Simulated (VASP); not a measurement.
# MoS₂, self-consistent run: which settings are enough?

MoS₂, R3m (no. 160), 3 atoms in the cell. VdW-DF2; PAW potentials Mo_sv, S (PBE set). VASP 6.6.1. The cell is changed on purpose: last atom moved by 0.05 Å along z, cell strained by +1.5% along z.

Wanted: stress within 0.2 GPa.

What the run is for: stress; Accuracy asked: standard.

POSCAR:
```
MoS2
1.0
    1.5800000000      0.9122134253      6.2422500000
   -1.5800000000      0.9122134253      6.2422500000
    0.0000000000     -1.8244268506      6.2422500000
Mo S
1 2
Direct
    0.0000000000      0.0000000000      0.0000000000
    0.4170000000      0.4170000000      0.4170000000
    0.2527100300      0.2527100300      0.2527100300
```

The series start from Plane-wave cutoff (eV): 340; k-point mesh: 8 × 8 × 8; Precision mode (PREC): Accurate; Electronic threshold (eV): 1e-6; Bands in all (NBANDS): 24; Aspherical gradient terms in the spheres (LASPH): yes; Electronic algorithm: ALGO=Normal; Use of symmetry (ISYM): defaults; Delay and inner steps: defaults. Each series keeps the choices made before it, and each single choice may use up half of a tolerance.

## Plane-wave cutoff (eV)

| Plane-wave cutoff (eV) | Stress, largest deviation (GPa) | SCF iterations | Time (s) |
|---|---|---|---|
| 210 | 19.04 | 14 | 60 |
| 260 | 1.77 | 14 | 83 |
| 300 | 0.36 | 14 | 116 |
| 340 | 0.47 | 14 | 102 |
| 390 | 0.39 | 14 | 140 |
| 460 | 0.11 | 14 | 166 |
| 550 | 0.02 | 14 | 201 |
| 690 (reference) | 0.00 | 14 | 285 |

## k-point mesh

| k-point mesh | Stress, largest deviation (GPa) | SCF iterations | Time (s) |
|---|---|---|---|
| 3 × 3 × 3 | 0.68 | 14 | 133 |
| 4 × 4 × 4 | 0.51 | 14 | 139 |
| 5 × 5 × 5 | 0.02 | 14 | 147 |
| 7 × 7 × 7 | 0.01 | 14 | 201 |
| 8 × 8 × 8 | 0.00 | 14 | 201 |
| 10 × 10 × 10 | 0.00 | 14 | 240 |
| 13 × 13 × 13 | 0.00 | 14 | 359 |
| 16 × 16 × 16 (reference) | 0.00 | 14 | 573 |

## Precision mode (PREC)

| Precision mode (PREC) | Stress, largest deviation (GPa) | SCF iterations | Time (s) |
|---|---|---|---|
| SingleN | 0.01 | 14 | 22 |
| Normal | 0.00 | 14 | 89 |
| Single | 0.01 | 14 | 46 |
| Accurate (reference) | 0.00 | 14 | 147 |

## Electronic threshold (eV)

| Electronic threshold (eV) | Stress, largest deviation (GPa) | SCF iterations | Time (s) |
|---|---|---|---|
| 0.001 | 0.30 | 11 | 18 |
| 0.0001 | 0.32 | 11 | 18 |
| 1e-5 | 0.01 | 14 | 23 |
| 1e-6 | 0.01 | 14 | 22 |
| 1e-7 | 0.00 | 16 | 28 |
| 1e-8 (reference) | 0.00 | 17 | 28 |

## Bands in all (NBANDS)

| Bands in all (NBANDS) | Stress, largest deviation (GPa) | SCF iterations | Time (s) |
|---|---|---|---|
| 14 | 0.04 | 13 | 18 |
| 15 | 0.13 | 12 | 16 |
| 17 | 0.02 | 14 | 20 |
| 19 | 0.02 | 14 | 21 |
| 24 | 0.02 | 14 | 23 |
| 35 (reference) | 0.00 | 13 | 26 |

## Aspherical gradient terms in the spheres (LASPH)

| Aspherical gradient terms in the spheres (LASPH) | Stress, largest deviation (GPa) | SCF iterations | Time (s) |
|---|---|---|---|
| yes | 0.00 | 14 | 20 |
| no | 0.01 | 14 | 19 |

## Electronic algorithm

| Electronic algorithm | Stress, largest deviation (GPa) | SCF iterations | Time (s) |
|---|---|---|---|
| ALGO=Normal | 0.00 | 14 | 20 |
| ALGO=Fast | 0.03 | 13 | 21 |
| ALGO=VeryFast | 0.01 | 20 | 23 |
| ALGO=All ISEARCH=1 | 0.01 | 18 | 37 |
| ALGO=All ISEARCH=0 | 0.01 | 18 | 35 |
| ALGO=Damped TIME=0.4 | 0.01 | 24 | 30 |
| ALGO=Damped TIME=0.1 | 0.05 | 41 | 53 |

## Use of symmetry (ISYM)

| Use of symmetry (ISYM) | Stress, largest deviation (GPa) | SCF iterations | Time (s) |
|---|---|---|---|
| defaults | 0.00 | 14 | 20 |
| ISYM=1 | 0.00 | 14 | 18 |
| ISYM=0 | 0.00 | 14 | 39 |
| ISYM=-1 | 0.00 | 14 | 62 |

## Delay and inner steps

| Delay and inner steps | Stress, largest deviation (GPa) | SCF iterations | Time (s) |
|---|---|---|---|
| defaults | 0.00 | 14 | 20 |
| NELMDL=-2 | 0.03 | 10 | 21 |
| NELMDL=-8 | 0.00 | 17 | 25 |
| NELMDL=-12 | 0.00 | 21 | 30 |
| NRMM=2 | 0.00 | 14 | 23 |
| NRMM=6 | 0.00 | 14 | 26 |
| WEIMIN=0.001 | 0.00 | 14 | 26 |

## Question

The rows run from the loosest to the tightest (no order: aspherical gradient terms in the spheres, electronic algorithm, use of symmetry, delay and inner steps). For each series: choose the loosest value from which every tighter one stays within half of the tolerance; where there is no order, keep the first row unless others stay within half of the tolerance and take at least 30 % less time, and then take the fastest.

## Answer

- Plane-wave cutoff (eV): 550
- k-point mesh: 5 × 5 × 5
- Precision mode (PREC): SingleN
- Electronic threshold (eV): 1e-5
- Bands in all (NBANDS): 17
- Aspherical gradient terms in the spheres (LASPH): yes
- Electronic algorithm: ALGO=Normal
- Use of symmetry (ISYM): defaults
- Delay and inner steps: defaults

## All choices together

| Input | Stress, largest deviation (GPa) | Time (s) |
|---|---|---|
| the program's defaults (naive) | 2.08 | 25 |
| chosen settings | 0.01 | 20 |
| reference settings throughout | 0.00 | 1360 |

The tolerance is met.

Values of the reference run: Stress: 16.06, 0, 0, 0, 16.06, 0, 0, 0, 15.24 GPa.

## The input

INCAR:
```
SYSTEM = MoS2
  GGA = ML
  LUSE_VDW = .TRUE.
  AGGAC = 0.0
  ZAB_VDW = -1.8867
  ISMEAR = 0
  SIGMA = 0.03
  LWAVE = .FALSE.
  LCHARG = .FALSE.
  ISIF = 2
  PREC = SingleN
  LASPH = .TRUE.
  LREAL = .FALSE.
  ALGO = Normal
  EDIFF = 1E-5
  NELM = 120
  GGA_COMPAT = .FALSE.
  ENCUT = 550
  EFERMI = MIDGAP
  KPAR = 2
  NBANDS = 17
```

KPOINTS:
```
Automatic mesh
0
Gamma
  5 5 5
  0 0 0
```

Commands:
```
cat potpaw_PBE.64/Mo_sv/POTCAR potpaw_PBE.64/S/POTCAR > POTCAR
mpirun -np 2 vasp_std > vasp.out
```

The chosen input took VASP 6.6.1 20 s on 2 cores (Intel Xeon 6975P-C (Granite Rapids)), a shared host.

## An input that fails: too few bands

VASP's message: The number of bands is not sufficient to hold all electrons. I am sorry, but this calculation does not make sense. If you want to calculate only selected states, you need to set either EFERMI or EREF. EREF specifies around which energy states are supposed to be calculated. I found NBANDS = 12, NELECT = ….

Changes against the starting input:
```
- NELM = 120
- NBANDS = 24
+ NELM = 50
+ NBANDS = 12
```
